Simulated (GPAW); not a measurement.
Crystal: CuI (Marshite).

```xyz
2
Lattice="0.0000 3.0315 3.0315 3.0315 0.0000 3.0315 3.0315 3.0315 0.0000" Properties=species:S:1:pos:R:3 pbc="T T T"
I     0.0000    0.0000    0.0000
Cu    4.5473    4.5473    4.5473
```

Base run:

```yaml
Program: GPAW 26.7.0
Functional: revPBE
Potentials_or_basis: the program's PAW data sets (release 1.2.1) made for this functional
Cutoff: 600 eV
Basis: pw
k_mesh: 8 × 8 × 8
Occupations: fermi-dirac, width 0.05 eV
Spin: no spin polarisation
```

Its results: band gap on the k mesh 1.24 eV, direct; pressure 2.4 GPa.

Question: After a change of settings the same cell gave: band gap on the k mesh 0.96 eV, direct; pressure -3.9 GPa. Which change was it?
A. functional from revPBE to PBE; potentials or basis from the program's PAW data sets (release 1.2.1) made for this functional to GPAW PAW data sets (gpaw-data 1.2.1)
B. functional from revPBE to LDA; band points from 100 to 80
C. functional from revPBE to RPBE; band points from 100 to 60

Answer: B.

Caveats: with this Cu data set, volumes or pressures lay over 1.5 % or 2 GPa off other programs in two to four cells of ten; spin-orbit coupling is left out, which moves the levels of the heavy elements.
